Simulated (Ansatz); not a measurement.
Runs of Ansatz 0.2.0 on CaO. The structure is cubic, space group Fm-3m (No. 225). The conventional cell has a = 4.807 Å, b = 4.807 Å, c = 4.807 Å, α = 90.00°, β = 90.00°, γ = 90.00°. Ca (site symmetry m-3m) is surrounded by 6 O at 2.40 Å. O (site symmetry m-3m) has 6 Ca at 2.40 Å as nearest neighbours. The cell is a database's computed one.

```tsv
task	level	potentials or basis	cutoff (eV)	smearing	points for each segment of the path	gap on the mesh (eV)	pressure (GPa)
band structure	PBE	PseudoDojo stringent (PBE files)	1252	fermi-dirac 0.05 eV	14	3.66	1.4
atomic charges	PBEsol+D3(BJ)	Ansatz PAW earlier set	900	tetrahedron	-	3.55	(a)
band structure	PBE	Ansatz PAW earlier set	900	fermi-dirac 0.05 eV	14	(b)	(c)
single point	r2SCAN+rVV10	Ansatz PAW earlier set	1050	tetrahedron	-	4.17	-2.0
```

Alike in all rows: no spin polarisation; cell as given; k mesh 10 × 10 × 10.

Problem. Fill in the values left out.

Solution. (a) -5.9; (b) 3.65; (c) 1.6.

Caveats: the PAW data sets come from PBE, with cores solved anew for the run's functional, which leaves a small shift of forces and pressure (some runs).

A k mesh can miss the band edges.

Not every run made on this cell is shown here.
